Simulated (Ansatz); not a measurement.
Relaxed bulk C:

```
CELL_PARAMETERS angstrom
2.49881 0.00000 0.00000
-1.24941 2.16404 0.00000
0.00000 0.00000 4.16084
ATOMIC_POSITIONS crystal
C 0.33333 0.66667 0.06280
C 0.66667 0.33333 0.56280
C 0.33333 0.66667 0.43720
C 0.66667 0.33333 0.93720
```

Miller indices refer to the conventional cell of P6_3/mmc (No. 194), a = 2.499 Å, b = 2.499 Å, c = 4.161 Å, α = 90.00°, β = 90.00°, γ = 120.00°. The bulk's gap is 3.05 eV.

The (101) slab of 24 planes, 11.2 Å thick with 15 Å of vacuum as cut; outer planes C (top) and C (bottom).

Computed with DFT PBEsol, scalar-relativistic, plane waves, PAW (Ansatz). Plane waves to 420 eV, a k mesh through Γ of 11×6×1 on the computed 24-atom cell and Gaussian smearing (0.05 eV); no spin polarisation. The cell repeats along c with a dipole correction in the vacuum.

This cut of an insulator is polar or leaves open shells, so the slab is metallic here; real surfaces compensate by reconstruction or adsorbates.

With the atoms at the bulk's places:

```json
{
 "Surface energy (mean of both faces)": "7.53 J/m²",
 "Gap of the slab on the mesh": "none (metal or semimetal)",
 "Work function": "5.67 eV (top), 7.09 eV (bottom)",
 "Dipole of the slab along +c, per cell": "0.09 e·Å"
}
```

(1) What changes when all atoms relax within this surface cell and its symmetry?

## Answers

(1) The energy falls by 1.273 J/m² a face, and the largest move is 0.79 Å.

```yaml
Surface_energy_mean_of_both_faces: 6.26 J/m²
Gap_of_the_slab_on_the_mesh: none (metal or semimetal)
Work_function: 5.30 eV (top), 4.97 eV (bottom)
Dipole_of_the_slab_along_+c_per_cell: -0.02 e·Å
```

```
plane (bottom to top) atoms spacing to next, bulk (Å) relaxed (Å) change (%)
                    1      C                      0.881        0.610       -30.8
                    2      C                      0.320        0.428       +33.8
                    3      C                      0.399        0.461       +15.7
                    4      C                      0.320        0.049       -84.8
                    5      C                      0.881        0.937        +6.4
                    6      C                      0.320        0.465       +45.4
                    7      C                      0.399        0.345       -13.4
                    8      C                      0.320        0.286       -10.5
                    9      C                      0.881        0.884        +0.3
                   10      C                      0.320        0.344        +7.4
                   11      C                      0.399        0.398        -0.2
                   12      C                      0.320        0.299        -6.5
                   13      C                      0.881        0.884        +0.3
                   14      C                      0.320        0.332        +3.9
                   15      C                      0.399        0.398        -0.3
                   16      C                      0.320        0.315        -1.7
                   17      C                      0.881        0.871        -1.2
                   18      C                      0.320        0.340        +6.2
                   19      C                      0.399        0.386        -3.1
                   20      C                      0.320        0.366       +14.3
                   21      C                      0.881        0.792       -10.1
                   22      C                      0.320        0.342        +6.9
                   23      C                      0.399        0.222       -44.4
                   24      C
```